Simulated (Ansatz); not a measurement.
# Hf (P6_3/mmc) in Ansatz: settings compared

Aim: see how the results for Hf move with the level of theory and the settings. Levels: LDA, PBEsol, PBE. Tasks: relaxation of cell and atoms, single point.

Everything below comes from runs of Ansatz 0.2.0. Logs are shortened: lines on timing, memory, paths and dates and some standing lists are left out, and cuts for length are marked.

## Step 1: The crystal as given

Symmetry: P6_3/mmc, No. 194, hexagonal system. Conventional cell: a = 3.197 Å, b = 3.197 Å, c = 5.058 Å, α = 90.00°, β = 90.00°, γ = 120.00°. Around Hf (site symmetry -6m2) lie 12 Hf at 3.13 to 3.20 Å.

## Step 2: Relaxation of cell and atoms, LDA

File input.yaml:

```yaml
crystal:
  lattice:
    - [3.1967, 0.0, 0.0]
    - [-1.59835, 2.7684234083, 0.0]
    - [0.0, 0.0, 5.0578]
  atoms:
    - { symbol: Hf, position: [0.6666666667, 0.3333333333, 0.75] }
    - { symbol: Hf, position: [0.3333333333, 0.6666666667, 0.25] }
hamiltonian:
  xc: lda
  pseudopotentials: { kind: paw }
kpoints:
  mp_grid: { grid: [10, 10, 5] }
scf:
  occupations: { method: fermi_dirac, width: 0.05 }
output:
  forces: true
  stress: true
relax:
  f_tol: 0.01
  max_steps: 40
  cell: { stress_tol: 0.05 }
```

Potentials or basis: Ansatz PAW.

Command:

```sh
ansatz run input.yaml --threads 2 --pin off --max-ram 5632MiB --backend cpu --events-out ev --progress --plain --runs-dir out
```

Standard output:

```text
Warning: RAYON_NUM_THREADS=2 ignored (pool sized by the plan → 2); use --threads N
Engine: ansatz 0.2.0, x86_64-unknown-linux-gnu
Pseudopotentials: kind: paw
Pseudopotential: Hf, paw, valence charge 26, recommended cutoff 420 eV (normal), Hf.paw.azcp
Functional definition: SPW92
  exchange = slater_x
  correlation = pw_c
Crystal: 2 atoms, lattice volume = 44.761 Å³
Basis set: ecut = 420 eV, 881 PW (Γ)
Bands: 32, of which v1, the nominal top of the filled ones, is band 26 counted from 1 (25 counted from 0)
Symmetry: 24 space group operations
Space group: P63/mmc (ITA 194), of the structure as read, at distance tolerance 3.6e-5 Å
k-points: 42 of 500
Non-local potential: Hf, projectors of the file, l = 0: 3, l = 1: 2, l = 2: 2, l = 3: 3
PAW form: soft (Blöchl's): semilocal exchange-correlation on the pseudo side does not see the compensation charge
PAW frozen core: Hf, regenerated for the run's functional, and the local potential with it (the file was generated under x = pbe(κ = 0.804, μ = 0.2195149727645171), c = pbe(β = 0.06672455060314922))
PAW one-centre angular grid: Hf, 590 points (default); XC on 64 Gauss nodes
Initial density: superposition of atomic densities (neutral atoms: chi_scale 0, normalization atom), corrected by the library's trained network
Initial wavefunctions: pseudopotential atomic-orbital guess
Functional: x = slater, c = lda
SCF iter   1: F=—  HF=-30953.644436 eV  |F-HF|=—  |Δ(HF+E_count)|=         —  Δρ=4.34e-3  dr2=3.43e-3  ethr=1.77e-3  ⟨swp⟩=4.7  Hψ=4466  notcnv=0
preconditioner: auto → Kerker (q_TF=auto, 2.797 Å⁻¹)  [metal: Δε(μ)=0.028 eV  Ē_g=17.568 eV  σ=0.050 eV  W_gap=0.14  n_scr=22 (ndim 8)  ℏωp=38.5 eV  f_vac=0.000  D(μ)=1.22/eV (n_scr^D=2)]
SCF iter   2: F=—  HF=-30953.644378 eV  |F-HF|=—  |Δ(HF+E_count)|=   5.74e-5  Δρ=2.63e-3  dr2=1.41e-3  ethr=6.59e-6  ⟨swp⟩=2.0  Hψ=2484  notcnv=0
SCF iter   3: F=—  HF=-30953.644491 eV  |F-HF|=—  |Δ(HF+E_count)|=   1.12e-4  Δρ=1.14e-3  dr2=4.19e-4  ethr=2.70e-6  ⟨swp⟩=2.0  Hψ=1924  notcnv=0
SCF iter   4: F=—  HF=-30953.644425 eV  |F-HF|=—  |Δ(HF+E_count)|=   6.51e-5  Δρ=2.65e-4  dr2=2.36e-5  ethr=8.06e-7  ⟨swp⟩=2.0  Hψ=2106  notcnv=0
SCF iter   5: F=—  HF=-30953.644421 eV  |F-HF|=—  |Δ(HF+E_count)|=   4.79e-6  Δρ=6.09e-5  dr2=1.07e-6  ethr=4.54e-8  ⟨swp⟩=2.1  Hψ=2459  notcnv=0
SCF iter   6: F=—  HF=-30953.644421 eV  |F-HF|=—  |Δ(HF+E_count)|=   6.59e-8  Δρ=1.15e-5  dr2=4.73e-8  ethr=1.92e-10  ⟨swp⟩=4.3  Hψ=6808  notcnv=0
SCF iter   7: F=-30953.644420 eV  HF=-30953.644420 eV  |F-HF|=5.44e-9  |Δ(HF+E_count)|=   1.33e-7  Δρ=4.62e-6  dr2=1.06e-8  ethr=9.10e-11  ⟨swp⟩=5.2  Hψ=5089  notcnv=0
SCF 1 converged in 7 iterations: F = -30953.644420 eV  dr2 = 1.06e-8
relax step   1: F+E_penalty+E_count = -30953.64442047 eV  Δ(F+E_penalty+E_count) = +0.000e0 eV  max|allowed force component| = 2.776e-16 eV/Å  Δτ_max = 0.0000 Å  P = -7.808 GPa  Ω = 44.761 Å³  (7 SCF iters, dr2 threshold 1.00e-7 eV, accepted)
Crystal: 2 atoms, lattice volume = 38.796 Å³
Basis set: ecut = 420 eV, 749 PW (Γ)
Initial density: handed on by an earlier stage of this run
Initial wavefunctions: those handed on with the density
iter 1 solved again at ethr=5.14e-6 eV; its pass at ethr=3.10e-3 eV (dr2=2.67e-3 eV) is discarded
SCF iter   1: F=—  HF=-30953.649853 eV  |F-HF|=—  |Δ(HF+E_count)|=         —  Δρ=4.06e-3  dr2=3.15e-3  ethr=5.14e-6  ⟨swp⟩=2.0  Hψ=7317  notcnv=0
preconditioner: auto → Resta (q_TF=auto, 2.865 Å⁻¹)  ε∞=6.5  [insulator: Δε(μ)=0.143 eV  Ē_g=17.603 eV  σ=0.050 eV  W_gap=0.57  n_scr=22 (ndim 8)  ℏωp=41.3 eV  f_vac=0.000  D(μ)=0.88/eV (n_scr^D=2)  ε∞_Penn≈6.5]
SCF iter   2: F=—  HF=-30953.648210 eV  |F-HF|=—  |Δ(HF+E_count)|=   1.64e-3  Δρ=1.58e-3  dr2=5.19e-4  ethr=5.14e-6  ⟨swp⟩=2.0  Hψ=2430  notcnv=0
SCF iter   3: F=—  HF=-30953.648146 eV  |F-HF|=—  |Δ(HF+E_count)|=   6.48e-5  Δρ=8.88e-4  dr2=1.79e-4  ethr=9.99e-7  ⟨swp⟩=2.0  Hψ=2301  notcnv=0
SCF iter   4: F=—  HF=-30953.648242 eV  |F-HF|=—  |Δ(HF+E_count)|=   9.60e-5  Δρ=3.80e-4  dr2=3.77e-5  ethr=3.44e-7  ⟨swp⟩=2.0  Hψ=2429  notcnv=0  defer=1
SCF iter   5: F=—  HF=-30953.648219 eV  |F-HF|=—  |Δ(HF+E_count)|=   2.28e-5  Δρ=3.77e-5  dr2=5.89e-7  ethr=7.25e-8  ⟨swp⟩=2.0  Hψ=2434  notcnv=0  defer=1
SCF iter   6: F=-30953.648219 eV  HF=-30953.648219 eV  |F-HF|=6.81e-8  |Δ(HF+E_count)|=   1.58e-7  Δρ=8.77e-6  dr2=3.88e-8  ethr=3.85e-10  ⟨swp⟩=4.7  Hψ=5032  notcnv=0
SCF 2 converged in 6 iterations: F = -30953.648219 eV  dr2 = 3.88e-8
relax step   2: F+E_penalty+E_count = -30953.64821884 eV  Δ(F+E_penalty+E_count) = -3.798e-3 eV  max|allowed force component| = 3.238e-16 eV/Å  Δτ_max = 0.0000 Å  P = +9.581 GPa  Ω = 38.796 Å³  energy of the carried Pulay correction = +1.247e-3 eV  (6 SCF iters, dr2 threshold 2.00e-7 eV, accepted)
Crystal: 2 atoms, lattice volume = 41.868 Å³
Basis set: ecut = 420 eV, 809 PW (Γ)
iter 1 solved again at ethr=1.85e-6 eV; its pass at ethr=3.10e-3 eV (dr2=9.60e-4 eV) is discarded
SCF iter   1: F=—  HF=-30953.726654 eV  |F-HF|=—  |Δ(HF+E_count)|=         —  Δρ=2.25e-3  dr2=1.16e-3  ethr=1.85e-6  ⟨swp⟩=2.1  Hψ=7156  notcnv=0
preconditioner: auto → Kerker (q_TF=auto, 2.829 Å⁻¹)  [metal: Δε(μ)=0.065 eV  Ē_g=17.654 eV  σ=0.050 eV  W_gap=0.31  n_scr=22 (ndim 8)  ℏωp=39.8 eV  f_vac=0.000  D(μ)=0.87/eV (n_scr^D=2)]
SCF iter   2: F=—  HF=-30953.726094 eV  |F-HF|=—  |Δ(HF+E_count)|=   5.60e-4  Δρ=9.36e-4  dr2=2.15e-4  ethr=1.85e-6  ⟨swp⟩=2.0  Hψ=2430  notcnv=0
SCF iter   3: F=—  HF=-30953.726065 eV  |F-HF|=—  |Δ(HF+E_count)|=   2.95e-5  Δρ=5.35e-4  dr2=8.24e-5  ethr=4.13e-7  ⟨swp⟩=2.0  Hψ=2269  notcnv=0
SCF iter   4: F=—  HF=-30953.726092 eV  |F-HF|=—  |Δ(HF+E_count)|=   2.74e-5  Δρ=2.64e-4  dr2=2.26e-5  ethr=1.59e-7  ⟨swp⟩=2.0  Hψ=2431  notcnv=0
SCF iter   5: F=—  HF=-30953.726080 eV  |F-HF|=—  |Δ(HF+E_count)|=   1.20e-5  Δρ=4.06e-5  dr2=9.72e-7  ethr=4.35e-8  ⟨swp⟩=2.0  Hψ=2427  notcnv=0
SCF iter   6: F=-30953.726080 eV  HF=-30953.726080 eV  |F-HF|=9.29e-8  |Δ(HF+E_count)|=   4.60e-8  Δρ=1.11e-5  dr2=8.05e-8  ethr=3.85e-10  ⟨swp⟩=4.8  Hψ=5020  notcnv=0
SCF 3 converged in 6 iterations: F = -30953.726080 eV  dr2 = 8.05e-8
relax step   3: F+E_penalty+E_count = -30953.72608005 eV  Δ(F+E_penalty+E_count) = -7.786e-2 eV  max|allowed force component| = 5.274e-16 eV/Å  Δτ_max = 0.0000 Å  P = -0.809 GPa  Ω = 41.868 Å³  energy of the carried Pulay correction = +5.834e-4 eV  (6 SCF iters, dr2 threshold 2.00e-7 eV, accepted)
Crystal: 2 atoms, lattice volume = 41.612 Å³
iter 1 solved again at ethr=1.77e-8 eV; its pass at ethr=3.10e-3 eV (dr2=9.19e-6 eV) is discarded
SCF iter   1: F=—  HF=-30953.726853 eV  |F-HF|=—  |Δ(HF+E_count)|=         —  Δρ=1.71e-4  dr2=5.96e-6  ethr=1.77e-8  ⟨swp⟩=3.1  Hψ=6803  notcnv=0
preconditioner: auto → Kerker (q_TF=auto, 2.832 Å⁻¹)  [metal: Δε(μ)=0.057 eV  Ē_g=17.600 eV  σ=0.050 eV  W_gap=0.28  n_scr=22 (ndim 8)  ℏωp=39.9 eV  f_vac=0.000  D(μ)=0.85/eV (n_scr^D=2)]
SCF iter   2: F=—  HF=-30953.726850 eV  |F-HF|=—  |Δ(HF+E_count)|=   3.17e-6  Δρ=6.87e-5  dr2=1.01e-6  ethr=1.15e-8  ⟨swp⟩=2.0  Hψ=2430  notcnv=0
SCF iter   3: F=—  HF=-30953.726849 eV  |F-HF|=—  |Δ(HF+E_count)|=   1.31e-7  Δρ=4.15e-5  dr2=4.25e-7  ethr=3.85e-10  ⟨swp⟩=5.1  Hψ=5548  notcnv=0
SCF iter   4: F=-30953.726850 eV  HF=-30953.726850 eV  |F-HF|=7.67e-8  |Δ(HF+E_count)|=   2.15e-7  Δρ=1.71e-5  dr2=9.45e-8  ethr=3.85e-10  ⟨swp⟩=4.7  Hψ=4987  notcnv=0
SCF 4 converged in 4 iterations: F = -30953.726850 eV  dr2 = 9.45e-8
relax step   4: F+E_penalty+E_count = -30953.72684952 eV  Δ(F+E_penalty+E_count) = -7.695e-4 eV  max|allowed force component| = 2.313e-17 eV/Å  Δτ_max = 0.0000 Å  P = -0.074 GPa  Ω = 41.612 Å³  energy of the carried Pulay correction = +6.369e-4 eV  (4 SCF iters, dr2 threshold 2.00e-7 eV, accepted)
Crystal: 2 atoms, lattice volume = 41.586 Å³
iter 1 solved again at ethr=7.72e-10 eV; its pass at ethr=3.10e-3 eV (dr2=4.02e-7 eV) is discarded
SCF iter   1: F=—  HF=-30953.726862 eV  |F-HF|=—  |Δ(HF+E_count)|=         —  Δρ=2.05e-5  dr2=1.54e-7  ethr=7.72e-10  ⟨swp⟩=2.2  Hψ=6103  notcnv=0
preconditioner: auto → Kerker (q_TF=auto, 2.832 Å⁻¹)  [metal: Δε(μ)=0.057 eV  Ē_g=17.605 eV  σ=0.050 eV  W_gap=0.28  n_scr=22 (ndim 8)  ℏωp=39.9 eV  f_vac=0.000  D(μ)=0.85/eV (n_scr^D=2)]
SCF iter   2: F=—  HF=-30953.726862 eV  |F-HF|=—  |Δ(HF+E_count)|=   3.05e-8  Δρ=1.52e-5  dr2=9.25e-8  ethr=2.95e-10  ⟨swp⟩=2.0  Hψ=2292  notcnv=0
SCF iter   3: F=-30953.726862 eV  HF=-30953.726862 eV  |F-HF|=2.22e-8  |Δ(HF+E_count)|=   1.35e-8  Δρ=7.33e-6  dr2=2.68e-8  ethr=5.64e-11  ⟨swp⟩=3.2  Hψ=5692  notcnv=0
SCF 5 converged in 3 iterations: F = -30953.726862 eV  dr2 = 2.68e-8
relax step   5: F+E_penalty+E_count = -30953.72686200 eV  Δ(F+E_penalty+E_count) = -1.247e-5 eV  max|allowed force component| = 7.216e-16 eV/Å  Δτ_max = 0.0000 Å  P = +0.002 GPa  Ω = 41.586 Å³  energy of the carried Pulay correction = +6.422e-4 eV  (3 SCF iters, dr2 threshold 2.93e-8 eV, accepted)
Initial wavefunctions: pseudopotential atomic-orbital guess (no wavefunctions were taken with the density)
iter 1 solved again at ethr=3.27e-9 eV; its pass at ethr=3.10e-3 eV (dr2=1.70e-6 eV) is discarded
SCF iter   1: F=—  HF=-30953.726248 eV  |F-HF|=—  |Δ(HF+E_count)|=         —  Δρ=8.33e-5  dr2=3.80e-7  ethr=3.27e-9  ⟨swp⟩=4.0  Hψ=9039  notcnv=0
SCF iter   2: F=—  HF=-30953.726247 eV  |F-HF|=—  |Δ(HF+E_count)|=   1.23e-6  Δρ=5.29e-5  dr2=4.24e-7  ethr=7.30e-10  ⟨swp⟩=3.0  Hψ=2883  notcnv=0
SCF iter   3: F=—  HF=-30953.726247 eV  |F-HF|=—  |Δ(HF+E_count)|=   1.22e-7  Δρ=3.14e-5  dr2=1.12e-7  ethr=7.30e-10  ⟨swp⟩=2.0  Hψ=2242  notcnv=0
SCF iter   4: F=—  HF=-30953.726247 eV  |F-HF|=—  |Δ(HF+E_count)|=   1.19e-9  Δρ=2.84e-6  dr2=2.02e-9  ethr=2.16e-10  ⟨swp⟩=2.5  Hψ=2368  notcnv=0
SCF iter   5: F=—  HF=-30953.726247 eV  |F-HF|=—  |Δ(HF+E_count)|=  3.49e-10  Δρ=7.03e-7  dr2=1.18e-10  ethr=3.89e-12  ⟨swp⟩=2.0  Hψ=2432  notcnv=0
SCF iter   6: F=-30953.726247 eV  HF=-30953.726247 eV  |F-HF|=7.28e-12  |Δ(HF+E_count)|=  1.13e-10  Δρ=1.26e-7  dr2=9.66e-12  ethr=1.00e-12  ⟨swp⟩=6.5  Hψ=6961  notcnv=0
SCF 6 converged in 6 iterations: F = -30953.726247 eV  dr2 = 9.66e-12
  Residual-converged pass: ⟨swp⟩=1.1  Hψ=1515  notcnv=0  max |occ|·‖R‖ = 7.1e-9 eV (tolerance 1.0e-8 eV)  dr2=9.66e-12  dr2_onsite=4.73e-12  max |Δocc| = 1.6e-11
relax step   6: F+E_penalty+E_count = -30953.72624702 eV  Δ(F+E_penalty+E_count) = +6.150e-4 eV  max|allowed force component| = 6.846e-16 eV/Å  Δτ_max = 0.0000 Å  P = -0.003 GPa  Ω = 41.586 Å³  stress off target by 1.43e-2 GPa  SCF on the basis re-selected at this cell (its energy is not comparable with the rows above)  (6 SCF iters)
basis re-selected at this cell: Δ(F+E_penalty+E_count) = +6.150e-4 eV, ΔP = -0.004 GPa vs the last step (what re-selecting the basis moved, of the pressure what is left beyond the Pulay correction that the steps carried, after the strain that the cell walked since its last selection, with what the two solves' SCF thresholds leave and, on support functions, any second-order correction that the steps lacked; it is no measure of the basis error at this ecutwfc). This SCF's stress stands 1.43e-2 GPa from its target on what of the cell is left free (relax.cell.stress_tol is 5.00e-2 GPa) and its largest allowed force component is 6.85e-16 eV/Å (relax.f_tol is 1.00e-2 eV/Å): within both
SCF converged after 6 iterations
Free energy (F): -30953.726247 eV
Harris-Foulkes:  -30953.726247 eV  (|F-HF|=7.28e-12)
Internal energy: -30953.718261 eV  (E = F + TS)
E sigma→0 (E₀):  -30953.722254 eV
Entropy (-TS):   -0.007986 eV (-3.993 meV/atom)
Fermi energy:    21.185570 eV
--- Per-component energies (eV) ---
  E_band       = 146.204459
  E_kinetic    = 855.300613
  E_local      = -9779.764599  (includes V_loc(G=0)·N_el)
  E_nonlocal   = -2465.051125
  E_hartree    = 4623.500819
  E_xc         = -597.200186
  E_vxc        = -535.741562  (∫ρ·V_xc dr)
  E_paw        = -13373.144703  (= ΣΔE_a)
  E_vpaw       = 2824.459583  (= ΣTr[D̂ρ^β])
  E_aug_tail   = -0.000003  (compensation charges beyond the density's cutoff)
  E_ewald      = -10222.273562
  E_core_change = 4.914485  (= ΣΔE_core)
  E_smearing   = -0.007986  (= −TS)
  E_closure    = 0.000000  (closes the sum)
  Σ components = -30953.726247   (vs F -30953.726247, Δ=0.00e0)
--- Forces (eV/Å), atoms counted from 1 ---
  atom   1  Hf     0.00000000     0.00000000    -0.00000000
  atom   2  Hf    -0.00000000    -0.00000000     0.00000000
  max |Σ_I F_I| component: 3.70e-17 eV/Å
--- Stress (GPa, compression-positive) ---
        0.002907      -0.000000      -0.000000
        0.000000       0.002907      -0.000000
       -0.000000      -0.000000      -0.014259
  P = ⅓ Tr σ = -0.0028 GPa (-0.028 kbar)
--- Relaxed structure (5 steps of the walk, 5 accepted, 1 SCFs on fresh bases) ---
  F+E_penalty+E_count = -30953.72624702 eV   max|allowed force component| = 6.846e-16 eV/Å   (the final SCF, on the basis selected at the relaxed cell)
  cell:  # Å, volume = 41.5864 Å³
    - [3.119654445884463, 2.3119712080434284e-34, -2.8899640100542853e-34]
    - [-1.5598272229422314, 2.7017000011650114, -2.4874890745867763e-18]
    - [-2.7434904689198997e-34, -4.544544090971028e-18, 4.934099339181673]
  atoms:
    - { symbol: Hf, position: [0.6666666666666666, 0.3333333333333333, 0.7500000000000002] }
    - { symbol: Hf, position: [0.3333333333333333, 0.6666666666666666, 0.25000000000000006] }
```

Wall time 15 s (2 threads of Intel Xeon at 2.50GHz (Skylake/Cascade Lake), shared host); peak memory 0.39 GiB.

What came out:

```
Free energy                            : -30953.7262 eV
Relaxed volume                         : 20.79 Å³/atom
Relaxed cell                           : a = 3.120 Å, b = 3.120 Å, c = 4.934 Å, α = 90.00°, β = 90.00°, γ = 120.00°
Space group after relaxing (to 0.05 Å) : P6_3/mmc (No. 194)
Energy gained by relaxing              : 40.9 meV/atom
Ionic steps                            : 6
Pressure after relaxing                : 0.0 GPa
```

The path:
| step | energy change (eV) | largest force (eV/Å) | volume (Å³) |
| --- | --- | --- | --- |
| 1 | 0.0000 | 0.0000 | 44.76 |
| 2 | -0.0038 | 0.0000 | 38.80 |
| 3 | -0.0817 | 0.0000 | 41.87 |
| 4 | -0.0824 | 0.0000 | 41.61 |
| 5 | -0.0824 | 0.0000 | 41.59 |
| 6 | -0.0818 | 0.0000 | 41.59 |

Final structure:
```
CELL_PARAMETERS angstrom
3.11965 0.00000 0.00000
-1.55983 2.70170 0.00000
0.00000 0.00000 4.93410
ATOMIC_POSITIONS crystal
Hf 0.66667 0.33333 0.75000
Hf 0.33333 0.66667 0.25000
```

Caveat: the plane-wave basis is chosen anew once the cell has moved, so the energies of steps on either side of that aren't comparable; the PAW data sets come from PBE, with cores solved anew for the run's functional, which leaves a small shift of forces and pressure. Zero-point motion and thermal expansion aren't in these numbers.

(Continued in part 2 of 2.)
